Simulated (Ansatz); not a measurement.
RbBr:

```
Rb Br
1.0
     4.12608    0.00000    0.00000
     0.00000    4.12608    0.00000
     0.00000    0.00000    4.12608
Rb Br
1 1
Direct
  0.00000 0.00000 0.00000
  0.50000 0.50000 0.50000
```

The cell comes from a database or a generator and needn't be the stable form of this composition.

Base run:

```yaml
Program: Ansatz 0.2.0
Functional: HSE(alpha, omega)
Potentials_or_basis: all-electron PAW datasets made for the crystal
Cutoff: 250 eV (chosen from the basis error)
k_mesh: 4 × 4 × 4
Occupations: fermi-dirac, width 0.05 eV
Spin: no spin polarisation
```

Its results: band gap on the k mesh 5.53 eV, indirect (least direct gap 5.70 eV); pressure 0.4 GPa.

Problem. After a change of settings the same cell gave: band gap on the k mesh 6.54 eV, indirect (least direct gap 6.71 eV); pressure 0.1 GPa. Which change was it?
A. share of exact exchange from 0.3 to 0.5
B. share of exact exchange from 0.3 to 0.05
C. share of exact exchange from 0.3 to 0.4
D. share of exact exchange from 0.3 to 0.15

Solution. A.

Runs at the PBE level aren't shown here.
